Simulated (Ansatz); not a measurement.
CaF₂ (fluorite)

```yaml
crystal:
  lattice:
    - [0.00000, 2.75553, 2.75553]
    - [2.75553, 0.00000, 2.75553]
    - [2.75553, 2.75553, 0.00000]
  atoms:
    - { symbol: Ca, position: [0.00000, 0.00000, 0.00000] }
    - { symbol: F, position: [0.75000, 0.75000, 0.75000] }
    - { symbol: F, position: [0.25000, 0.25000, 0.25000] }
```

A phonon eigenvector at Γ is frozen into this cell: atom i moves by Q times the vector below, so Q is the largest atomic displacement, in Å. The cell is held. It is one choice among 3 degenerate patterns.

```tsv
atom	x	y	z
F2	0.000	0.000	-1.000
F3	0.000	0.000	1.000
```

Atoms not listed stay in place.

Calculation: PBE (plane waves to 420 eV, PAW, scalar-relativistic; Ansatz, an electronic-structure program). k mesh 10×10×10 (Γ-centred), Fermi-Dirac smearing 0.05 eV. CaF2 was relaxed with its symmetry unable to fall.

At one point of the scan the forces (eV/Å) are:

| atom | Fx | Fy | Fz |
|---|---|---|---|
| Ca1 | 0.000 | 0.000 | 0.000 |
| F2 | 0.000 | 0.000 | -0.561 |
| F3 | 0.000 | 0.000 | 0.561 |

Which point is it?
A) Q = -0.100 Å
B) Q = -0.033 Å
C) Q = -0.067 Å
D) Q = -0.083 Å

D, Q = -0.083 Å

(For displaced atoms, the force is minus the slope of the energy, and its curvature is a force constant, which sets phonon frequencies.)
